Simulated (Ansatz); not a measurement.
# BaTiO3: the cost of one run

Program: Ansatz 0.2.0. Level of theory: DFT PBEsol, scalar-relativistic, plane waves, PAW. These are calculated values, not measurements.

2 further runs of the same task are left out: 2 set aside as unsound or not needed.

### Step 1. Starting point

The cell holds 30 atoms (Ba6O17STi6): a = 6.916 Å, b = 6.916 Å, c = 8.948 Å, α = 74.90°, β = 74.90°, γ = 69.66°.

Coordinates:

```cif
data_structure
_symmetry_space_group_name_H-M 'P 1'
_symmetry_Int_Tables_number 1
_cell_length_a 6.9162
_cell_length_b 6.9162
_cell_length_c 8.9476
_cell_angle_alpha 74.905
_cell_angle_beta 74.905
_cell_angle_gamma 69.656
_cell_volume 380.57
loop_
_atom_site_label
_atom_site_type_symbol
_atom_site_fract_x
_atom_site_fract_y
_atom_site_fract_z
_atom_site_occupancy
Ba1 Ba 0.33152 0.33152 0.66667 1
Ba2 Ba 0.16485 0.16485 0.33333 1
Ba3 Ba 0.99818 0.99818 0.00000 1
Ba4 Ba 0.83152 0.83152 0.66667 1
Ba5 Ba 0.66485 0.66485 0.33333 1
Ba6 Ba 0.49818 0.49818 0.00000 1
Ti1 Ti 0.82509 0.32509 0.66667 1
Ti2 Ti 0.65843 0.15843 0.33333 1
Ti3 Ti 0.49176 0.99176 0.00000 1
Ti4 Ti 0.32509 0.82509 0.66667 1
Ti5 Ti 0.15843 0.65843 0.33333 1
Ti6 Ti 0.99176 0.49176 0.00000 1
S1 S 0.67445 0.17445 0.83039 1
O1 O 0.50779 0.00779 0.49705 1
O2 O 0.34112 0.84112 0.16372 1
O3 O 0.17445 0.67445 0.83039 1
O4 O 0.00779 0.50779 0.49705 1
O5 O 0.84112 0.34112 0.16372 1
O6 O 0.75631 0.25631 0.50295 1
O7 O 0.58965 0.08965 0.16961 1
O8 O 0.42298 0.92298 0.83628 1
O9 O 0.25631 0.75631 0.50295 1
O10 O 0.08965 0.58965 0.16961 1
O11 O 0.92298 0.42298 0.83628 1
O12 O 0.58934 0.58934 0.66667 1
O13 O 0.42267 0.42267 0.33333 1
O14 O 0.25601 0.25601 0.00000 1
O15 O 0.08934 0.08934 0.66667 1
O16 O 0.92267 0.92267 0.33333 1
O17 O 0.75601 0.75601 0.00000 1
```

The host was relaxed before at PBEsol: a = 3.950 Å, b = 5.657 Å, c = 5.677 Å, α = 90.00°, β = 90.00°, γ = 90.00° (conventional cell), 12.686 Å³/atom.

Places, in fractions of the supercell: S in place of O at (0.674, 0.174, 0.830). The start keeps the symmetry of the ideal site.

### Step 2. Band edges of the host over the zone

Input file input.yaml:

```yaml
crystal:
  lattice:
    - [3.9499157002, 0.0, 0.0]
    - [0.0, 2.8284515051, 2.8386565182]
    - [0.0, -2.8284515051, 2.8386565182]
  atoms:
    - { symbol: Ba, position: [0.0, 0.0036318847, 0.0036318847] }
    - { symbol: Ti, position: [0.5, 0.5164790836, 0.5164790836] }
    - { symbol: O, position: [0.5, 0.9814797485, 0.49032186] }
    - { symbol: O, position: [0.5, 0.49032186, 0.9814797485] }
    - { symbol: O, position: [0.0, 0.4879874233, 0.4879874233] }
basis:
  ecutwfc: 420
  xc_grid: 2
kpoints:
  mp_grid: { grid: [6, 6, 6] }
  band_path: { path: [VBM, CBM], npoints: 2 }
hamiltonian:
  xc: pbesol
scf:
  occupations: { method: gaussian, width: 0.02 }
output:
  forces: true
  stress: true
  eigenvalues: true
```

The run is started by

```bash
$ ansatz run input.yaml --threads 8 --pin off --max-ram 16384MiB --backend cpu --events-out ev --progress --plain --runs-dir out
```

What time and memory should one allow on 8 threads of Arm Neoverse V2, shared host?

About 4.1 s, with a peak of 0.52 GiB.
